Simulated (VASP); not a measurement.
A run of VASP 6.6.1 is set up as follows.

The input INCAR:

```
  ALGO = Normal
  EDIFF = 1E-7
  ENCUT = 520
  GGA = PE
  ISIF = 2
  ISMEAR = 0
  LASPH = T
  LCHARG = T
  LELF = T
  LREAL = F
  LVHAR = T
  LWAVE = F
  NBANDS = 11
  NELM = 60
  PREC = Accurate
  SIGMA = 0.05
```

The input KPOINTS:

```
k-points
0
Gamma
  8 8 8
```

Contents of POSCAR:

```
MgS
1.0
    0.0000000000      2.4715675000      2.6016500000
    2.4715675000      0.0000000000      2.6016500000
    2.4715675000      2.4715675000      0.0000000000
Mg S
1 1
Direct
    0.0000000000      0.0000000000      0.0000000000
    0.5000000000      0.5000000000      0.5000000000
```

Potentials or basis: VASP PAW PBE potentials, release 64 (Mg, S).

Run with:

```bash
$ cat potpaw_PBE.64/Mg/POTCAR potpaw_PBE.64/S/POTCAR > POTCAR
$ mpirun -np 1 vasp_std > vasp.out
```

Problem. Estimate the pressure.

Solution. 11.3 GPa.

Problem. What does it give for the band gap on the k mesh?

Solution. 2.78 eV, indirect (least direct gap 4.44 eV).

Stress tensor (GPa, compression positive):
```
14.16  0.00  0.00
 0.00 14.16  0.00
 0.00  0.00  5.58
```

A k mesh can miss the band edges.
